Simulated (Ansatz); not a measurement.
Te2Pt (Moncheite):

```xyz
3
Lattice="4.0100 0.0000 0.0000 -2.0050 3.4728 0.0000 0.0000 0.0000 5.2010" Properties=species:S:1:pos:R:3 pbc="T T T"
Pt    0.0000    0.0000    0.0000
Te    2.0050    1.1576    3.9007
Te    0.0000    2.3152    1.3002
```

```yaml
Program: Ansatz 0.2.0
Task: relaxation of cell and atoms
Functional: PBEsol
Dispersion: D4
Potentials_or_basis: Ansatz PAW
Cutoff: "420 eV (not typed: the program's choice for these potentials)"
k_mesh: 8 × 8 × 5
Occupations: fermi-dirac, width 0.05 eV
Spin: no spin polarisation
```

At the start: volume 24.14 Å³/atom.

How do energy, volume and symmetry change on relaxing?

It ends after 5 steps and the volume is 23.48 Å³/atom (-2.7 %); space group P-3m1 (No. 164, to 0.05 Å).

The path:
| step | energy change (eV) | largest force (eV/Å) | volume (Å³) |
| --- | --- | --- | --- |
| 1 | 0.0000 | 0.7447 | 72.43 |
| 2 | -0.0635 | 0.0013 | 70.68 |
| 3 | -0.0646 | 0.0154 | 70.32 |
| 4 | -0.0648 | 0.0033 | 70.44 |
| 5 | -0.0643 | 0.0034 | 70.44 |

Final structure:
```
Pt Te
1.0
     4.02008    0.00000    0.00000
    -2.01004    3.48149    0.00000
     0.00000    0.00000    5.03322
Pt Te
1 2
Cartesian
  0.0000 0.0000 0.0000
  2.0100 1.1605 3.6863
  0.0000 2.3210 1.3470
```

Caveat: the plane-wave basis is chosen anew once the cell has moved, so the energies of steps on either side of that aren't comparable; the PAW data sets come from PBE, with cores solved anew for the run's functional, which leaves a small shift of forces and pressure.
